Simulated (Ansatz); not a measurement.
# A short bond in KF

```xyz
2
Lattice="0.0000 2.6719 2.6719 2.6719 0.0000 2.6719 2.6719 2.6719 0.0000" Properties=species:S:1:pos:R:3 pbc="T T T"
K     0.0000    0.0000    0.0000
F     2.6719    2.6719    2.6719
```

The cell is entry 1010978 of the Crystallography Open Database, unrelaxed.

Its shortest bond, of 2.672 Å between atom 1 (K) and the nearest image of atom 2 (F), is scaled by moving both atoms along it, with the cell held. The force apart is half the difference of the two atoms' forces along the bond; it holds the pull and push of their other neighbours too.

Level of theory: DFT with PBEsol, scalar-relativistic, in Ansatz 0.2.0; a Γ-centred 8×8×8 k mesh, Fermi–Dirac smearing of 0.03 eV, no spin polarisation. LAPW: all electrons, basis error target 1 meV/atom; PAW: frozen-core files, cutoff 420 eV; PAW (cutoff 1000 eV): frozen-core files, cutoff 1000 eV.

Energies are extrapolated to zero smearing and count from the unscaled cell; pressure is positive in compression; gaps take the mesh and a band path. No temperature or zero-point motion is included.

The PAW files were made under PBE.

| bond (Å) | force apart (eV/Å) | P LAPW (GPa) | ΔE LAPW (eV/atom) | P PAW − LAPW (GPa) | ΔE PAW − LAPW (meV/atom) | force PAW − LAPW (eV/Å) |
| --- | --- | --- | --- | --- | --- | --- |
| 2.672 | 0.00 | -0.66 | 0.000 | 0.00 | 0.0 | 0.000 |
| 2.191 | 1.58 | 3.58 | 0.132 | 0.00 | -0.3 | -0.001 |
| 2.031 | 3.35 | 8.35 | 0.322 | -0.01 | -0.5 | -0.003 |
| 1.870 | ? | 16.51 | 0.709 | 0.01 | -0.7 | 0.003 |
| 1.550 | 22.16 | 48.4 | 2.816 | 0.41 | 11.7 | 0.191 |

Question: What belongs in the row "1.870", column "force apart (eV/Å)"?

Answer: 6.65.

Question: At the last bond length, how far does PAW (cutoff 1000 eV) lie from LAPW in pressure and in the largest force component?

Answer: PAW (cutoff 1000 eV): +0.39 GPa, 0.176 eV/Å, on a LAPW pressure of 48.4 GPa.
